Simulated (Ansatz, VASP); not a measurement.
# One calculation of SnTe, two programs

```
Te Sn
1.0
     0.00000    3.58691    3.58691
     3.58691    0.00000    3.58691
     3.58691    3.58691    0.00000
Te Sn
1 1
Direct
  0.25000 0.25000 0.25000
  0.00000 0.00000 0.00000
```

Change from the starting cell: volume scaled by 0.98.

Alike in both runs: task single point; functional PBEsol; k mesh 7 × 7 × 7; occupations fermi-dirac, width 0.05 eV; no spin polarisation.

```csv
,VASP,Ansatz
version,VASP 6.6.1,Ansatz 0.2.0
potentials or method,"VASP PAW PBE potentials, release 64 (Te, Sn_d)",Ansatz PAW
plane-wave cutoff (eV),520,420
valence electrons in the cell,20,30
```

|  | VASP | Ansatz | Ansatz less VASP |
| --- | --- | --- | --- |
| gap on the k mesh at the Fermi level (eV) | 0.24 | 0.24 | +0.003 |
| least direct gap on the mesh (eV) | 0.77 | 0.77 | +0.002 |
| pressure (GPa) | -0.9 | -0.9 | 0.00 |

With one functional, cell and mesh, what is left measures potentials, basis and numerics. The two sets of potentials don't hold the same shells in valence.

Caveats: spin-orbit coupling is left out, which moves the levels of the heavy elements; the PAW data sets were made with another functional, which shifts forces and pressure a little (VASP); an odd mesh through Γ misses points on the zone boundary, where band edges often lie (VASP); odd divisions of the mesh miss points on the zone boundary, where band edges often lie, so the gap on the mesh can be too wide (Ansatz); the PAW data sets come from PBE, with cores solved anew for the run's functional, which leaves a small shift of forces and pressure (Ansatz).
